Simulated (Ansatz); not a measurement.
Computed with Ansatz 0.2.0, DFT PBEsol, scalar-relativistic, plane waves, PAW. All cells share a 420 eV cutoff and Γ-centred k meshes spaced at most 0.3 Å⁻¹ (0.19 for metals, 2π included).

These are static lattice energies at zero pressure. The comparison covers the computed candidates alone. For metals, differences of a few meV/atom aren't resolved. No dispersion correction is applied, so the spacing between layers, chains or molecules is poorly fixed, and with it the volume and density (I Cmce, I P6/mmm). Spin–orbit coupling is left out. No run is spin-polarised.

12 distinct structures were compared, and only named types are asked about.

Question: Which is lower for I, the iodine or the beta-tungsten (A15) structure, and by how much?

Answer: The iodine structure, by 316 meV/atom. It takes 39.6 Å³/atom against 32.4.

Question: Which is lower for I, the simple hexagonal or the beta-tungsten (A15) structure, and by how much?

Answer: The simple hexagonal structure, by 232 meV/atom. It takes 42.1 Å³/atom against 32.4.

Question: Which is lower for I, the simple hexagonal or the simple cubic structure, and by how much?

Answer: The simple hexagonal structure, by 198 meV/atom. It takes 42.1 Å³/atom against 38.5.